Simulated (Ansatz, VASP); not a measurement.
C: VASP beside Ansatz

```
CELL_PARAMETERS angstrom
2.28640 0.00000 0.00000
-1.14320 1.98008 0.00000
0.00000 0.00000 24.63739
ATOMIC_POSITIONS crystal
C 0.00000 0.00000 0.56976
C 0.00000 0.00000 0.43024
C 0.33333 0.66667 0.42792
C 0.66667 0.33333 0.57208
```

Alike in both runs: task single point; functional PBE; k mesh 21 × 21 × 2; occupations gaussian, width 0.1 eV; no spin polarisation.

|  | VASP | Ansatz |
| --- | --- | --- |
| version | VASP 6.6.1 | Ansatz 0.2.0 |
| potentials or method | VASP PAW PBE potentials, release 64 (C) | scalar-relativistic, plane waves, PAW |
| plane-wave cutoff (eV) | 520 | 420 |
| valence electrons in the cell | 16 | 16 |

Ansatz gave:

```
gap on the k mesh at the Fermi level (eV) : none
rms of the force components (eV/Å)        : 0.471
```

**Question.** Estimate VASP's values.

**Answer.** gap on the k mesh at the Fermi level (eV): none; rms of the force components (eV/Å): 0.472.

Atom by atom the forces differ by 0.001 eV/Å (rms over components). A gap of «none» marks a metal or a gap that the smearing closes. The functional is the same, so the differences come from potentials, cutoffs and numerics.
